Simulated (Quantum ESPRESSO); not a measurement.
# BN (F-43m) in Quantum ESPRESSO: settings compared, part 2 of 2

Quantum ESPRESSO 7.5. Earlier steps stand in the parts before.

## 3. Band structure, PBEsol

Input file pw.in:

```
&CONTROL
  calculation = 'scf'
  prefix = 'pwscf'
  outdir = './tmp'
  pseudo_dir = './pseudo'
  tprnfor = .true.
  tstress = .true.
  disk_io = 'low'
/
&SYSTEM
  ibrav = 0
  nat = 2
  ntyp = 2
  ecutwfc = 88
  nbnd = 9
  input_dft = 'pbesol'
  occupations = 'smearing'
  smearing = 'fd'
  degauss = 0.00367493
/
&ELECTRONS
  conv_thr = 4d-10
  electron_maxstep = 120
  mixing_beta = 0.5
/
ATOMIC_SPECIES
N     14.0070 N_ONCV_PBE-1.2.upf
B     10.8100 B_ONCV_PBE-1.2.upf
CELL_PARAMETERS angstrom
   0.0000000000    1.8130010000    1.8130010000
   1.8130010000    0.0000000000    1.8130010000
   1.8130010000    1.8130010000    0.0000000000
ATOMIC_POSITIONS crystal
N      0.2500000000    0.2500000000    0.2500000000
B      0.0000000000    0.0000000000    0.0000000000
K_POINTS automatic
13 13 13 0 0 0
```

Input file bands.in:

```
&CONTROL
  calculation = 'bands'
  prefix = 'pwscf'
  outdir = './tmp'
  pseudo_dir = './pseudo'
  disk_io = 'low'
  verbosity = 'high'
/
&SYSTEM
  ibrav = 0
  nat = 2
  ntyp = 2
  ecutwfc = 88
  nbnd = 9
  input_dft = 'pbesol'
  occupations = 'smearing'
  smearing = 'fd'
  degauss = 0.00367493
/
&ELECTRONS
  conv_thr = 1d-08
  electron_maxstep = 120
  mixing_beta = 0.5
  diago_full_acc = .true.
  startingwfc = 'random'
/
ATOMIC_SPECIES
N     14.0070 N_ONCV_PBE-1.2.upf
B     10.8100 B_ONCV_PBE-1.2.upf
CELL_PARAMETERS angstrom
   0.0000000000    1.8130010000    1.8130010000
   1.8130010000    0.0000000000    1.8130010000
   1.8130010000    1.8130010000    0.0000000000
ATOMIC_POSITIONS crystal
N      0.2500000000    0.2500000000    0.2500000000
B      0.0000000000    0.0000000000    0.0000000000
K_POINTS crystal
60
 0.0000000000  0.0000000000  0.0000000000 1
 0.0625000000  0.0000000000  0.0625000000 1
 0.1250000000  0.0000000000  0.1250000000 1
 0.1875000000  0.0000000000  0.1875000000 1
 0.2500000000  0.0000000000  0.2500000000 1
 0.3125000000  0.0000000000  0.3125000000 1
 0.3750000000  0.0000000000  0.3750000000 1
 0.4375000000  0.0000000000  0.4375000000 1
 0.5000000000  0.0000000000  0.5000000000 1
 0.5000000000  0.0625000000  0.5625000000 1
 0.5000000000  0.1250000000  0.6250000000 1
 0.5000000000  0.1875000000  0.6875000000 1
 0.5000000000  0.2500000000  0.7500000000 1
 0.4375000000  0.3125000000  0.7500000000 1
 0.3750000000  0.3750000000  0.7500000000 1
 0.3375000000  0.3375000000  0.6750000000 1
 0.3000000000  0.3000000000  0.6000000000 1
 0.2625000000  0.2625000000  0.5250000000 1
 0.2250000000  0.2250000000  0.4500000000 1
 0.1875000000  0.1875000000  0.3750000000 1
 0.1500000000  0.1500000000  0.3000000000 1
 0.1125000000  0.1125000000  0.2250000000 1
 0.0750000000  0.0750000000  0.1500000000 1
 0.0375000000  0.0375000000  0.0750000000 1
 0.0000000000  0.0000000000  0.0000000000 1
 0.0625000000  0.0625000000  0.0625000000 1
 0.1250000000  0.1250000000  0.1250000000 1
 0.1875000000  0.1875000000  0.1875000000 1
 0.2500000000  0.2500000000  0.2500000000 1
 0.3125000000  0.3125000000  0.3125000000 1
 0.3750000000  0.3750000000  0.3750000000 1
 0.4375000000  0.4375000000  0.4375000000 1
 0.5000000000  0.5000000000  0.5000000000 1
 0.5250000000  0.4500000000  0.5250000000 1
 0.5500000000  0.4000000000  0.5500000000 1
 0.5750000000  0.3500000000  0.5750000000 1
 0.6000000000  0.3000000000  0.6000000000 1
 0.6250000000  0.2500000000  0.6250000000 1
 0.5833333333  0.2500000000  0.6666666667 1
 0.5416666667  0.2500000000  0.7083333333 1
 0.5000000000  0.2500000000  0.7500000000 1
 0.5000000000  0.2857142857  0.7142857143 1
 0.5000000000  0.3214285714  0.6785714286 1
 0.5000000000  0.3571428571  0.6428571429 1
 0.5000000000  0.3928571429  0.6071428571 1
 0.5000000000  0.4285714286  0.5714285714 1
 0.5000000000  0.4642857143  0.5357142857 1
 0.5000000000  0.5000000000  0.5000000000 1
 0.4821428571  0.4821428571  0.5357142857 1
 0.4642857143  0.4642857143  0.5714285714 1
 0.4464285714  0.4464285714  0.6071428571 1
 0.4285714286  0.4285714286  0.6428571429 1
 0.4107142857  0.4107142857  0.6785714286 1
 0.3928571429  0.3928571429  0.7142857143 1
 0.3750000000  0.3750000000  0.7500000000 1
 0.6250000000  0.2500000000  0.6250000000 1
 0.5937500000  0.1875000000  0.5937500000 1
 0.5625000000  0.1250000000  0.5625000000 1
 0.5312500000  0.0625000000  0.5312500000 1
 0.5000000000  0.0000000000  0.5000000000 1
```

Potentials or basis: SG15 PBE 1.2.

The run is started by

```console
$ OMP_NUM_THREADS=1 pw.x -in pw.in > pw.out
$ OMP_NUM_THREADS=1 pw.x -in bands.in > bands.out
```

It took 13 s on 1 thread of Arm Neoverse V2, shared host; peak memory 0.09 GiB.

Results (log left out):

```
Free energy             : -349.5372 eV
Pressure                : -4.4 GPa
Band gap on the k mesh  : 4.37 eV, indirect (least direct gap 8.69 eV)
Band gap along the path : 4.29 eV, indirect (least direct gap 8.69 eV)
```

Levels at the corners of the path, in eV from the valence-band top:
| point | band 1 | band 2 | band 3 | band 4 | band 5 | band 6 | band 7 | band 8 |
| --- | --- | --- | --- | --- | --- | --- | --- | --- |
| Γ | -20.19 | 0.00 | 0.00 | 0.00 | 8.69 | 8.69 | 8.69 | 10.06 |
| X | -14.60 | -8.93 | -4.92 | -4.92 | 4.29 | 9.08 | 17.66 | 17.66 |
| W | -14.28 | -7.59 | -7.00 | -6.55 | 9.44 | 13.10 | 14.28 | 14.50 |
| K | -14.51 | -8.14 | -7.71 | -4.09 | 6.75 | 12.70 | 15.61 | 16.42 |
| Γ | -20.19 | 0.00 | 0.00 | 0.00 | 8.69 | 8.69 | 8.69 | 10.06 |
| L | -15.96 | -10.72 | -1.95 | -1.95 | 9.96 | 10.57 | 10.57 | 14.97 |
| U | -14.51 | -8.14 | -7.71 | -4.09 | 6.75 | 12.70 | 15.61 | 16.42 |
| W | -14.28 | -7.59 | -7.00 | -6.55 | 9.44 | 13.10 | 14.28 | 14.50 |
| L | -15.96 | -10.72 | -1.95 | -1.95 | 9.96 | 10.57 | 10.57 | 14.97 |
| K | -14.51 | -8.14 | -7.71 | -4.09 | 6.75 | 12.70 | 15.61 | 16.42 |
| U | -14.51 | -8.14 | -7.71 | -4.09 | 6.75 | 12.70 | 15.61 | 16.42 |
| X | -14.60 | -8.93 | -4.92 | -4.92 | 4.29 | 9.08 | 17.66 | 17.66 |

Caveat: the potentials were made for another functional, which shifts forces and pressure.

## 4. Band structure, PBE

Changes to pw.in since step 3:

```diff
@@ -15,3 +15,2 @@
   nbnd = 9
-  input_dft = 'pbesol'
   occupations = 'smearing'
```

Changes to bands.in since step 3:

```diff
@@ -14,3 +14,2 @@
   nbnd = 9
-  input_dft = 'pbesol'
   occupations = 'smearing'
```

The run is started by

```console
$ OMP_NUM_THREADS=1 pw.x -in pw.in > pw.out
$ OMP_NUM_THREADS=1 pw.x -in bands.in > bands.out
```

It took 14 s on 1 thread of Arm Neoverse V2, shared host; peak memory 0.09 GiB.

Results (log left out):

```yaml
Free_energy: -350.3412 eV
Pressure: -1.5 GPa
Band_gap_on_the_k_mesh: 4.60 eV, indirect (least direct gap 8.76 eV)
Band_gap_along_the_path: 4.53 eV, indirect (least direct gap 8.76 eV)
```

Levels at the corners of the path, in eV from the valence-band top:
```tsv
point	band 1	band 2	band 3	band 4	band 5	band 6	band 7	band 8	band 9
Γ	-20.08	0.00	0.00	0.00	8.76	8.76	8.76	10.23	24.58
X	-14.56	-8.84	-4.88	-4.88	4.53	9.28	17.69	17.69	20.59
W	-14.25	-7.54	-6.89	-6.45	9.61	13.19	14.50	14.51	19.14
K	-14.47	-8.07	-7.59	-4.05	6.96	12.84	15.66	16.48	18.60
Γ	-20.08	0.00	0.00	0.00	8.76	8.76	8.76	10.23	24.58
L	-15.91	-10.60	-1.94	-1.94	10.08	10.68	10.68	15.15	23.31
U	-14.47	-8.07	-7.59	-4.05	6.96	12.84	15.66	16.48	18.60
W	-14.25	-7.54	-6.89	-6.45	9.61	13.19	14.50	14.51	19.14
L	-15.91	-10.60	-1.94	-1.94	10.08	10.68	10.68	15.15	23.31
K	-14.47	-8.07	-7.59	-4.05	6.96	12.84	15.66	16.48	18.60
U	-14.47	-8.07	-7.59	-4.05	6.96	12.84	15.66	16.48	18.60
X	-14.56	-8.84	-4.88	-4.88	4.53	9.28	17.69	17.69	20.59
```

## 5. Band structure, RPBE

Changes to pw.in since step 4:

```diff
@@ -15,2 +15,3 @@
   nbnd = 9
+  input_dft = 'rpbe'
   occupations = 'smearing'
```

Changes to bands.in since step 4:

```diff
@@ -14,2 +14,3 @@
   nbnd = 9
+  input_dft = 'rpbe'
   occupations = 'smearing'
```

The run is started by

```console
$ OMP_NUM_THREADS=1 pw.x -in pw.in > pw.out
$ OMP_NUM_THREADS=1 pw.x -in bands.in > bands.out
```

Run time: 14 s. Hardware: 1 thread of Arm Neoverse V2, shared host; peak memory 0.09 GiB.

It converged, with:

```yaml
Free_energy: -350.5089 eV
Pressure: -0.1 GPa
Band_gap_on_the_k_mesh: 4.70 eV, indirect (least direct gap 8.78 eV)
Band_gap_along_the_path: 4.63 eV, indirect (least direct gap 8.78 eV)
```

Levels at the corners of the path, in eV from the valence-band top:
```csv
point,band 1,band 2,band 3,band 4,band 5,band 6,band 7,band 8,band 9
Γ,-20.04,0.00,0.00,0.00,8.78,8.78,8.78,10.32,24.76
X,-14.54,-8.81,-4.86,-4.86,4.63,9.36,17.70,17.70,20.69
W,-14.24,-7.53,-6.85,-6.41,9.69,13.22,14.52,14.60,19.21
K,-14.46,-8.05,-7.54,-4.04,7.05,12.90,15.67,16.50,18.70
Γ,-20.04,0.00,0.00,0.00,8.78,8.78,8.78,10.32,24.76
L,-15.89,-10.55,-1.93,-1.93,10.14,10.71,10.71,15.23,23.49
U,-14.46,-8.05,-7.54,-4.04,7.05,12.90,15.67,16.50,18.70
W,-14.24,-7.53,-6.85,-6.41,9.69,13.22,14.52,14.60,19.21
L,-15.89,-10.55,-1.93,-1.93,10.14,10.71,10.71,15.23,23.49
K,-14.46,-8.05,-7.54,-4.04,7.05,12.90,15.67,16.50,18.70
U,-14.46,-8.05,-7.54,-4.04,7.05,12.90,15.67,16.50,18.70
X,-14.54,-8.81,-4.86,-4.86,4.63,9.36,17.70,17.70,20.69
```

Caveat: the potentials were made for another functional, which shifts forces and pressure.

## 6. Summary

| level | form of the LDA correlation | gap on the mesh (eV) | pressure (GPa) |
| --- | --- | --- | --- |
| LDA | PZ81 | 4.30 | -4.4 |
| PBEsol | - | 4.37 | -4.4 |
| PBE | - | 4.60 | -1.5 |
| RPBE | - | 4.70 | -0.1 |

Alike in all rows: task band structure; potentials or basis SG15 PBE 1.2; no spin polarisation; cell as given; k mesh 13 × 13 × 13; cutoff (eV) 1197; smearing fermi-dirac 0.05 eV.

On the cell as given the gap runs from 4.23 eV (LDA) to 4.63 eV (RPBE). The pressure there spans -4.4 GPa (LDA) to -0.1 GPa (RPBE); a positive pressure means that this level wants a larger cell, a negative one a smaller.

Caveats: the potentials were made for another functional, which shifts forces and pressure (some runs).

Absolute energies hang on the potentials; compare differences alone.

## 7. Against experiment

Step 2. Measured gap of BN: 6.4 eV (indirect; 300 K; a printed reference work, monograph). This calculation gives 4.23 eV (-2.17 eV). The value is that of LDA, without temperature or zero-point motion. Semilocal functionals fall short of measured gaps as a rule. The cell is a database's relaxed one, not the measured one, which moves gaps too.

Step 3. A measured gap of BN is 6.4 eV (indirect; 300 K; a printed reference work, monograph); the calculated 4.29 eV misses it by -2.11 eV. The value is that of PBEsol, without temperature or zero-point motion. Semilocal functionals fall short of measured gaps as a rule. The cell is a database's relaxed one, not the measured one, which moves gaps too.

Step 4. Measured gap of BN: 6.4 eV (indirect; 300 K; a printed reference work, monograph). This calculation gives 4.53 eV (-1.87 eV). The value is that of PBE, without temperature or zero-point motion. Semilocal functionals fall short of measured gaps as a rule. The cell is a database's relaxed one, not the measured one, which moves gaps too.

Step 5. Measured gap of BN: 6.4 eV (indirect; 300 K; a printed reference work, monograph). This calculation gives 4.63 eV (-1.77 eV). The value is that of RPBE, without temperature or zero-point motion. Semilocal functionals fall short of measured gaps as a rule. The cell is a database's relaxed one, not the measured one, which moves gaps too.
